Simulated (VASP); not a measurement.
Na, 1 atom in the cell. The cell holds a molecule in a box, 1 atom: a = 10.500 Å, b = 11.000 Å, c = 11.500 Å, α = 90.00°, β = 90.00°, γ = 90.00°. 

| Property | Result |
| --- | --- |
| Program | VASP 6.6.1 |
| Task | single point |
| Functional | RPBE |
| Dispersion | D3(BJ) |
| Potentials or basis | VASP PAW PBE potentials, release 64 (Na_pv) |
| Cutoff | 400 eV |
| k mesh | 1 × 1 × 1 |
| Occupations | gaussian, width 0.01 eV |
| Spin | collinear spin, ferromagnetic start |
| Starting moments | [0.5] μB |
| Fixed moment | 1 μB |
| Further INCAR settings | ALGO = Normal; EDIFF = 1e-06; NBANDS = 14; ISYM = 0 |

Potentials or basis: VASP PAW PBE potentials, release 64 (Na_pv).

Command:

```sh
$ cat potpaw_PBE.64/Na_pv/POTCAR > POTCAR
$ mpirun -np 1 vasp_gam > vasp.out
```

Hardware: 1 thread of AMD EPYC 7R13 Processor (Zen 3) (shared host).

Problem. How long does it take, and how much memory?

Solution. It took 3 min on 1 thread of AMD EPYC 7R13 Processor (Zen 3), with other jobs on the host, peak memory 1 GiB. Counts: scf iterations 31, k points 1.
